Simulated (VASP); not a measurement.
# Si3N4 (P6_3/m) in VASP: further runs, part 2 of 2

VASP 6.6.1. Earlier steps stand in the parts before.

### Step 3. Relaxation of cell and atoms, PBEsol

This run uses another cell than the first one, of 10.40 Å³/atom, 0.979 times its volume.

Input file INCAR:

```
SYSTEM = Si3N4
  PREC = Accurate
  ENCUT = 600
  EDIFF = 1E-6
  ISMEAR = 0
  SIGMA = 0.03
  LREAL = .False.
  LASPH = .True.
  NELM = 80
  ALGO = Normal
  ISIF = 3
  LWAVE = .False.
  LCHARG = .False.
  GGA = PS
  IBRION = 2
  NSW = 90
  EDIFFG = -0.01
  KPAR = 4
```

Input file KPOINTS:

```
Automatic mesh
0
Gamma
  6 6 9
  0 0 0
```

Input file POSCAR:

```
Si3N4
1.0
    7.6044000000      0.0000000000      0.0000000000
   -3.8022000000      6.5856035805      0.0000000000
    0.0000000000      0.0000000000      2.9063000000
Si N
6 8
Direct
    0.7684770000      0.1745570000      0.2500000000
    0.5939200000      0.7684770000      0.7500000000
    0.8254430000      0.5939200000      0.2500000000
    0.2315230000      0.8254430000      0.7500000000
    0.4060800000      0.2315230000      0.2500000000
    0.1745570000      0.4060800000      0.7500000000
    0.0305000000      0.3302400000      0.2500000000
    0.7002600000      0.0305000000      0.7500000000
    0.6697600000      0.7002600000      0.2500000000
    0.9695000000      0.6697600000      0.7500000000
    0.2997400000      0.9695000000      0.2500000000
    0.3302400000      0.2997400000      0.7500000000
    0.6666666667      0.3333333333      0.2500000000
    0.3333333333      0.6666666667      0.7500000000
```

Potentials or basis: VASP PAW PBE potentials, release 64 (Si, N).

Started as:

```sh
> cat potpaw_PBE.64/Si/POTCAR potpaw_PBE.64/N/POTCAR > POTCAR
> mpirun -np 4 vasp_std > vasp.out
```

OUTCAR:

```text
SYSTEM = Si3N4
   PREC = Accurate
   ENCUT = 600
   EDIFF = 1E-6
   ISMEAR = 0
   LREAL = .False.
   LASPH = .True.
   NELM = 80
   ISIF = 3
   GGA = PS
   IBRION = 2
   NSW = 90
   EDIFFG = -0.01

 ion  position               nearest neighbor table
   1  0.768  0.175  0.250-  13 1.73   8 1.74   8 1.74   7 1.74   3 3.00   5 3.00   2 3.05   2 3.05
                             6 3.05   6 3.05
   2  0.594  0.768  0.750-  14 1.73   9 1.74   9 1.74   8 1.74   6 3.00   4 3.00   1 3.05   1 3.05
                             3 3.05   3 3.05
   3  0.825  0.594  0.250-  13 1.73  10 1.74  10 1.74   9 1.74   1 3.00   5 3.00   4 3.05   4 3.05
                             2 3.05   2 3.05
   4  0.232  0.825  0.750-  14 1.73  11 1.74  11 1.74  10 1.74   6 3.00   2 3.00   5 3.05   5 3.05
                             3 3.05   3 3.05
   5  0.406  0.232  0.250-  13 1.73  12 1.74  12 1.74  11 1.74   3 3.00   1 3.00   4 3.05   4 3.05
                             6 3.05   6 3.05
   6  0.175  0.406  0.750-  14 1.73   7 1.74   7 1.74  12 1.74   4 3.00   2 3.00   1 3.05   1 3.05
                             5 3.05   5 3.05
   7  0.031  0.330  0.250-   6 1.74   6 1.74   1 1.74
   8  0.700  0.031  0.750-   1 1.74   1 1.74   2 1.74
   9  0.670  0.700  0.250-   2 1.74   2 1.74   3 1.74
  10  0.969  0.670  0.750-   3 1.74   3 1.74   4 1.74
  11  0.300  0.969  0.250-   4 1.74   4 1.74   5 1.74
  12  0.330  0.300  0.750-   5 1.74   5 1.74   6 1.74
  13  0.667  0.333  0.250-   1 1.73   3 1.73   5 1.73
  14  0.333  0.667  0.750-   4 1.73   6 1.73   2 1.73

  LATTYP: Found a hexagonal cell.
 ALAT       =     7.6044000000
 C/A-ratio  =     0.3821866288

  Lattice vectors:

 A1 = (   7.6044000000,   0.0000000000,   0.0000000000)
 A2 = (  -3.8022000000,   6.5856035805,   0.0000000000)
 A3 = (   0.0000000000,   0.0000000000,   2.9063000000)

Analysis of symmetry for initial positions (statically):
=====================================================================
 Subroutine PRICEL returns:
 Original cell was already a primitive cell.

 Routine SETGRP: Setting up the symmetry group for a
 hexagonal supercell.

 Subroutine GETGRP returns: Found 12 space group operations
 (whereof  6 operations were pure point group operations)
 out of a pool of 24 trial point group operations.

The static configuration has the point symmetry S_6 .
 The point group associated with its full space group is C_6h.

Analysis of symmetry for dynamics (positions and initial velocities):
=====================================================================
 Subroutine PRICEL returns:
 Original cell was already a primitive cell.

 Routine SETGRP: Setting up the symmetry group for a
 hexagonal supercell.

 Subroutine GETGRP returns: Found 12 space group operations
 (whereof  6 operations were pure point group operations)
 out of a pool of 24 trial point group operations.

The dynamic configuration has the point symmetry S_6 .
 The point group associated with its full space group is C_6h.

 Subroutine INISYM returns: Found 12 space group operations
 (whereof  6 operations are pure point group operations),
 and found     1 'primitive' translations

----------------------------------------------------------------------------------------

                                     Primitive cell

  volume of cell :     145.5462

  direct lattice vectors                    reciprocal lattice vectors
[... 110 lines left out ...]
   NELM   =     80;   NELMIN=  2; NELMDL= -5     # of ELM steps
   EDIFF  = 0.1E-05   stopping-criterion for ELM
   LREAL  =      F    real-space projection
   EDIFFG = -.1E-01   stopping-criterion for IOM
   NSW    =     90    number of steps for IOM
   IBRION =      2    ionic relax: 0-MD 1-quasi-New 2-CG
   NFREE  =      1    steps in history (QN), initial steepest desc. (CG)
   ISIF   =      3    stress and relaxation
   ISYM   =      2    0-nonsym 1-usesym 2-fastsym
   POTIM  = 0.5000    time-step for ionic-motion
   TEBEG  =    0.0;   TEEND  =   0.0 temperature during run
   PSTRESS=    0.0 pullay stress
   NELECT =      64.0000    total number of electrons
   NUPDOWN=      -1.0000    fix difference up-down
   EMIN   =  10.00;   EMAX   =-10.00  energy-range for DOS
   EFERMI =   0.00;   METHOD = LEGACY
   ISMEAR =     0;   SIGMA  =   0.03  broadening in eV -4-tet -1-fermi 0-gaus
   EFERMI_NEDOS =   21; number of points for ismear=-14 and -15
   IALGO  =     38    algorithm
   IMIX   =      4    mixing-type and parameters
     AMIX     =   0.40;   BMIX     =  1.00
     AMIX_MAG =   1.60;   BMIX_MAG =  1.00
  volume/ion in A,a.u.               =      10.40        70.16
  Fermi-wavevector in a.u.,A,eV,Ry     =   1.244900  2.352520 21.085986  1.549776
  Thomas-Fermi vector in A             =   2.379146
   LORBIT       =      0    0 simple, 1 ext, 2 COOP (PROOUT), +10 PAW based schemes
   GGA     = PS    functional components
   LHFCALC =     F    Hartree Fock is set to
   AEXX    =    0.0000 exact exchange contribution
   IVDW    =     0    specifies the selected vdW correction
   LEPSILON=     F    determine dielectric tensor
   LRPA    =     F    only Hartree local field effects (RPA)
 conjugate gradient relaxation of ions
 non-spin polarized calculation
 Gauss-broadening in eV      SIGMA  =   0.03
  energy-cutoff  :      600.00
  volume of cell :      145.55
 maximum number of plane-waves:      4887
 NGX is ok and might be reduce to    64
   NGX = 31   NGY = 31   NGZ = 11

--------------------------------------- Ionic step        1  -------------------------------------------

 number of electron      63.9999994 magnetization

 Free energy of the ion-electron system (eV)
  ---------------------------------------------------
  ext. energy  EPLUGINS =         0.00000000
  ---------------------------------------------------
  free energy    TOTEN  =      -120.38920829 eV

  energy without entropy =     -120.38920829  energy(sigma->0) =     -120.38920829

------------------------ aborting loop because EDIFF is reached ----------------------------------------

  FORCE on cell =-STRESS in cart. coord.  units (eV):
  Direction    XX          YY          ZZ          XY          YZ          ZX
  --------------------------------------------------------------------------------------
  -------------------------------------------------------------------------------------
  Total        1.7903656      1.7903656      1.6293317     -0.0000001      0.0000000      0.0000000
  in kB       19.7083982     19.7083982     17.9357317     -0.0000012      0.0000000      0.0000000
  external PRESSURE =      19.1175094 kB  Pullay stress =       0.0000000 kB
[... 125 lines left out ...]
  FREE ENERGIE OF THE ION-ELECTRON SYSTEM (eV)
  ---------------------------------------------------
  free  energy   TOTEN  =      -120.3961040972 eV

  energy  without entropy=     -120.3961040972  energy(sigma->0) =     -120.39610410

[... ionic steps 4 to 9 ...]

--------------------------------------- Ionic step       10  -------------------------------------------

 number of electron      63.9999996 magnetization

------------------------ aborting loop because EDIFF is reached ----------------------------------------
[... 91 lines left out ...]
--------------------------------------- Ionic step       12  -------------------------------------------

 number of electron      63.9999996 magnetization

 Free energy of the ion-electron system (eV)
  ---------------------------------------------------
  ext. energy  EPLUGINS =         0.00000000
  ---------------------------------------------------
  free energy    TOTEN  =      -120.39685629 eV

  energy without entropy =     -120.39685629  energy(sigma->0) =     -120.39685629

 E-fermi :   6.7720     XC(G=0): -10.9900

 val. band max:        6.5877287807   @ k =   0.0000   0.0000   0.1111
 cond. band min:      10.7955310078   @ k =   0.0000   0.0000   0.0000
 fundamental gap:      4.2078022271
 Fermi energy:         6.7720216401

 k-point     1 :       0.0000    0.0000    0.0000
  band No.  band energies     occupation
      1     -11.5490      2.00000
      2     -10.0734      2.00000
      3     -10.0734      2.00000
      4      -9.4512      2.00000
      5      -9.3117      2.00000
      6      -9.3117      2.00000
[... 1021 lines left out ...]
     39      13.8611      0.00000
     40      14.2358      0.00000

 [... further k-points ...]

------------------------ aborting loop because EDIFF is reached ----------------------------------------

  FORCE on cell =-STRESS in cart. coord.  units (eV):
  Direction    XX          YY          ZZ          XY          YZ          ZX
  --------------------------------------------------------------------------------------
  -------------------------------------------------------------------------------------
  Total        0.0051268      0.0051268     -0.0034378     -0.0000001      0.0000000      0.0000000
  in kB        0.0560346      0.0560346     -0.0375742     -0.0000012      0.0000000      0.0000000
  external PRESSURE =       0.0248317 kB  Pullay stress =       0.0000000 kB
[... 29 lines left out ...]
  FREE ENERGIE OF THE ION-ELECTRON SYSTEM (eV)
  ---------------------------------------------------
  free  energy   TOTEN  =      -120.3968562915 eV

  energy  without entropy=     -120.3968562915  energy(sigma->0) =     -120.39685629

 reached required accuracy - stopping structural energy minimisation
```

It took 5.1 min on 4 MPI ranks of AMD EPYC 9R45 (Zen 5), shared host; peak memory 0.41 GiB.

What came out:

```
Free energy                            : -120.3969 eV
Relaxed volume                         : 10.47 Å³/atom
Relaxed cell                           : a = 7.626 Å, b = 7.626 Å, c = 2.911 Å, α = 90.00°, β = 90.00°, γ = 120.00°
Space group after relaxing (to 0.05 Å) : P6_3/m (No. 176)
Energy gained by relaxing              : 0.5 meV/atom
Ionic steps                            : 12
Pressure after relaxing                : 0.0 GPa
Largest force after relaxing           : 0.004 eV/Å
Band gap on the k mesh                 : 4.21 eV, indirect (least direct gap 4.38 eV)
```

Forces in eV/Å, atoms in the order of the input:
```
Si   0.000 -0.001  0.000
Si   0.001  0.000  0.000
Si   0.001  0.001  0.000
Si   0.000  0.001  0.000
Si  -0.001  0.000  0.000
Si  -0.001 -0.001  0.000
N    0.002 -0.003  0.000
N    0.004  0.000  0.000
N    0.002  0.003  0.000
N   -0.002  0.003  0.000
N   -0.004  0.000  0.000
N   -0.002 -0.003  0.000
N    0.000  0.000  0.000
N    0.000  0.000  0.000
```

Step by step:
```tsv
step	energy change (eV)	largest force (eV/Å)	pressure (GPa)	volume (Å³)
1	0.0000	0.0552	1.91	145.55
2	0.0056	0.0691	-2.55	148.17
3	-0.0069	0.0223	-0.03	146.66
4	-0.0069	0.0223	0.01	146.63
5	-0.0071	0.0382	0.00	146.64
6	-0.0071	0.0350	0.00	146.64
7	-0.0073	0.0155	-0.02	146.65
8	-0.0073	0.0239	-0.03	146.65
9	-0.0074	0.0187	-0.01	146.63
10	-0.0076	0.0226	0.03	146.58
11	-0.0076	0.0145	-0.02	146.60
12	-0.0076	0.0038	0.00	146.59
```

Final structure:
```cif
data_structure
_symmetry_space_group_name_H-M 'P 1'
_symmetry_Int_Tables_number 1
_cell_length_a 7.6260
_cell_length_b 7.6260
_cell_length_c 2.9106
_cell_angle_alpha 90.000
_cell_angle_beta 90.000
_cell_angle_gamma 120.000
_cell_volume 146.59
loop_
_atom_site_label
_atom_site_type_symbol
_atom_site_fract_x
_atom_site_fract_y
_atom_site_fract_z
_atom_site_occupancy
Si1 Si 0.76752 0.17391 0.25000 1
Si2 Si 0.59361 0.76752 0.75000 1
Si3 Si 0.82609 0.59361 0.25000 1
Si4 Si 0.23248 0.82609 0.75000 1
Si5 Si 0.40639 0.23248 0.25000 1
Si6 Si 0.17391 0.40639 0.75000 1
N1 N 0.02955 0.33002 0.25000 1
N2 N 0.69953 0.02955 0.75000 1
N3 N 0.66998 0.69953 0.25000 1
N4 N 0.97045 0.66998 0.75000 1
N5 N 0.30047 0.97045 0.25000 1
N6 N 0.33002 0.30047 0.75000 1
N7 N 0.66667 0.33333 0.25000 1
N8 N 0.33333 0.66667 0.75000 1
```

Caveat: the PAW data sets were made with another functional, which shifts forces and pressure a little; an odd mesh through Γ misses points on the zone boundary, where band edges often lie. Zero-point motion and thermal expansion aren't in these numbers.

### Step 4. Relaxation of cell and atoms, PBEsol

This run uses another cell than the first one, of 10.47 Å³/atom, 0.986 times its volume.

INCAR: that of step 3 with these lines changed.

```diff
@@ -3,3 +3,3 @@
   ENCUT = 600
-  EDIFF = 1E-6
+  EDIFF = 1E-7
   ISMEAR = 0
@@ -16,3 +16,3 @@
   NSW = 90
-  EDIFFG = -0.01
+  EDIFFG = -0.005
   KPAR = 4
```

KPOINTS is that of step 3.

Input file POSCAR:

```
Si3N4                                   
1.0
    7.6260039521      0.0000000269      0.0000000000
   -3.8130019993      6.6043131384      0.0000000000
    0.0000000000     -0.0000000000      2.9105615152
  Si              N             
     6     8
Direct
     0.7675162872512129    0.1739072174783735    0.2500000000000000
     0.5936090697728394    0.7675162872512129    0.7500000000000000
     0.8260927825216267    0.5936090697728394    0.2500000000000000
     0.2324837127487870    0.8260927825216267    0.7500000000000000
     0.4063909302271604    0.2324837127487870    0.2500000000000000
     0.1739072174783735    0.4063909302271604    0.7500000000000000
     0.0295497514417844    0.3300233856637415    0.2500000000000000
     0.6995263657780429    0.0295497514417844    0.7500000000000000
     0.6699766143362584    0.6995263657780429    0.2500000000000000
     0.9704502485582155    0.6699766143362584    0.7500000000000000
     0.3004736342219571    0.9704502485582155    0.2500000000000000
     0.3300233856637415    0.3004736342219571    0.7500000000000000
     0.6666666667000030    0.3333333332999970    0.2500000000000000
     0.3333333332999970    0.6666666667000030    0.7500000000000000
```

Started as:

```sh
> cat potpaw_PBE.64/Si/POTCAR potpaw_PBE.64/N/POTCAR > POTCAR
> mpirun -np 4 vasp_std > vasp.out
```

It took 63 s on 4 MPI ranks of AMD EPYC 9R45 (Zen 5), shared host; peak memory 0.4 GiB.

It converged, with:

```yaml
Free_energy: -120.3985 eV
Pressure_after_relaxing: 0.0 GPa
Largest_force_after_relaxing: 0.004 eV/Å
Band_gap_on_the_k_mesh: 4.21 eV, indirect (least direct gap 4.38 eV)
```

Forces on the atoms (eV/Å):
```
Si   0.000 -0.001  0.000
Si   0.001  0.000  0.000
Si   0.001  0.001  0.000
Si   0.000  0.001  0.000
Si  -0.001  0.000  0.000
Si  -0.001 -0.001  0.000
N    0.002 -0.004  0.000
N    0.004 -0.001  0.000
N    0.002  0.003  0.000
N   -0.002  0.004  0.000
N   -0.004  0.001  0.000
N   -0.002 -0.003  0.000
N    0.000  0.000  0.000
N    0.000  0.000  0.000
```

Final structure:
```
Si N
1.0
     7.62600    0.00000    0.00000
    -3.81300    6.60431    0.00000
     0.00000    0.00000    2.91056
Si N
6 8
Direct
  0.76752 0.17391 0.25000
  0.59361 0.76752 0.75000
  0.82609 0.59361 0.25000
  0.23248 0.82609 0.75000
  0.40639 0.23248 0.25000
  0.17391 0.40639 0.75000
  0.02955 0.33002 0.25000
  0.69953 0.02955 0.75000
  0.66998 0.69953 0.25000
  0.97045 0.66998 0.75000
  0.30047 0.97045 0.25000
  0.33002 0.30047 0.75000
  0.66667 0.33333 0.25000
  0.33333 0.66667 0.75000
```

Levels at points of the mesh, in eV from the valence-band top:
```csv
k point,band 28,band 29,band 30,band 31,band 32,band 33,band 34,band 35,band 36,band 37
"(0.00, 0.00, 0.00)",-1.28,-1.28,-0.45,-0.36,-0.17,4.21,4.62,4.80,4.80,5.10
"(0.50, 0.00, 0.00)",-1.67,-1.35,-0.75,-0.31,-0.23,4.51,4.62,4.76,5.17,5.69
```

Caveat: the relaxation stopped at its first step, so nothing moved; the PAW data sets were made with another functional, which shifts forces and pressure a little; an odd mesh through Γ misses points on the zone boundary, where band edges often lie. A hybrid or GW would open this gap; PBEsol tends to underestimate it.
